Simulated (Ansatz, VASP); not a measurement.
Rh: VASP beside Ansatz

File INCAR:

```
SYSTEM = Rh
ALGO = Normal
EDIFF = 1E-6
ENCUT = 520
GGA = PE
ISIF = 2
ISMEAR = 0
LASPH = .TRUE.
LCHARG = .FALSE.
LREAL = .FALSE.
LWAVE = .FALSE.
NBANDS = 14
NELM = 60
PREC = Accurate
SIGMA = 1.0
```

The input KPOINTS:

```
k-points
0
G
  14 14 14
  0 0 0
```

Contents of POSCAR:

```
Rh
1.0
    0.0000000000      1.9160595532      1.9160595532
    1.9160595532      0.0000000000      1.9160595532
    1.9160595532      1.9160595532      0.0000000000
Rh
1
Direct
    0.0000000000      0.0000000000      0.0000000000
```

Input for Ansatz:

```yaml
crystal:
  lattice:
    - [0.0, 1.9160595532, 1.9160595532]
    - [1.9160595532, 0.0, 1.9160595532]
    - [1.9160595532, 1.9160595532, 0.0]
  atoms:
    - { symbol: Rh, position: [0.0, 0.0, 0.0] }
hamiltonian:
  xc: pbe
  pseudopotentials:
    kind: paw
    azcp:
      Rh: "pseudopotentials/Rh.paw.azcp"
basis:
  ecutwfc: 420
  fft_grid_basis: typed
kpoints:
  mp_grid: { grid: [14, 14, 14], shift: [0, 0, 0] }
magnetization:
  spin_polarized: false
scf:
  occupations: { method: gaussian, width: 1.0 }
  lower_state_search: "off"
output:
  stress: true
```

Alike in both runs: task single point; functional PBE; k mesh 14 × 14 × 14; occupations gaussian, width 1 eV; no spin polarisation.

```csv
,VASP,Ansatz
version,VASP 6.6.1,Ansatz 0.2.0
potentials or method,"VASP PAW PBE potentials, release 64 (Rh_pv)","plane waves (420 eV) with PAW, scalar-relativistic"
plane-wave cutoff (eV),520,420
valence electrons in the cell,15,17
```

Ansatz gave:

```
pressure (GPa) : 5.8
```

Task: What did VASP give for the same quantities?

Result: Pressure (GPa): 6.0.

With one functional, cell and mesh, what is left measures potentials, basis and numerics. The two sets of potentials don't hold the same shells in valence.
